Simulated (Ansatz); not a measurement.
# Bi in Ansatz: convergence with smearing width

Input of the first run (smearing width 0.3 eV); the others differ in this setting and in those tied to it:

Contents of input.yaml:

```yaml
crystal:
  lattice:
    - [-1.9814305318, 1.9814305318, 1.9814305318]
    - [1.9814305318, -1.9814305318, 1.9814305318]
    - [1.9814305318, 1.9814305318, -1.9814305318]
  atoms:
    - { symbol: Bi, position: [0.0, 0.0, 0.0] }
kpoints:
  mp_grid: { grid: [9, 9, 9] }
scf:
  occupations: { method: fermi_dirac, width: 0.3 }
hamiltonian:
  xc: lda
  pseudopotentials: { kind: all_electron, lapw: { basis_error: 0.001 } }
output:
  forces: true
  stress: true
  eigenvalues: true
```

Potentials or basis: all-electron LAPW, scalar-relativistic.

Command:

```bash
$ ansatz run input.yaml --threads 1 --pin off --max-ram 3072MiB --backend cpu --events-out ev --progress --plain --runs-dir out
```

This isn't the form of Bi at room conditions, which is rhombohedral.

Hardware: 1 thread of Intel(R) Xeon(R) Processor @ 2.70GHz, on a shared host.

Q: The values tried are 0.3 eV, 0.2 eV, 0.15 eV, 0.1 eV, 0.05 eV, 0.025 eV, 0.01 eV, loosest first. From which on does the pressure stay within 0.1 GPa of the tightest run that finished?

A: From 0.15 eV on.

| smearing width | energy less the tightest run, at zero smearing (meV/atom) | pressure (GPa) | SCF cycles | CPU time (s) | peak memory (GiB) |
| --- | --- | --- | --- | --- | --- |
| 0.3 eV | 8.51 | -2.84 | 8 | 3.7 | 0.26 |
| 0.2 eV | 3.69 | -3.14 | 8 | 3.8 | 0.27 |
| 0.15 eV | 0.99 | -3.22 | 8 | 3.8 | 0.26 |
| 0.1 eV | -0.92 | -3.26 | 8 | 3.6 | 0.27 |
| 0.05 eV | -0.96 | -3.28 | 6 | 3.3 | 0.26 |
| 0.025 eV | -0.36 | -3.31 | 8 | 3.6 | 0.27 |
| 0.01 eV | 0.00 | -3.32 | 6 | 3 | 0.26 |

Against the tightest run, the energy stays within 1 meV/atom from 0.15 eV on. Narrower smearing needs a denser k mesh, so at a fixed mesh the narrowest width isn't the most accurate. The tightest run that finished is the yardstick and may itself not be fully converged.

Caveat, for the tightest run too: spin-orbit coupling is left out, which moves the levels of the heavy elements.
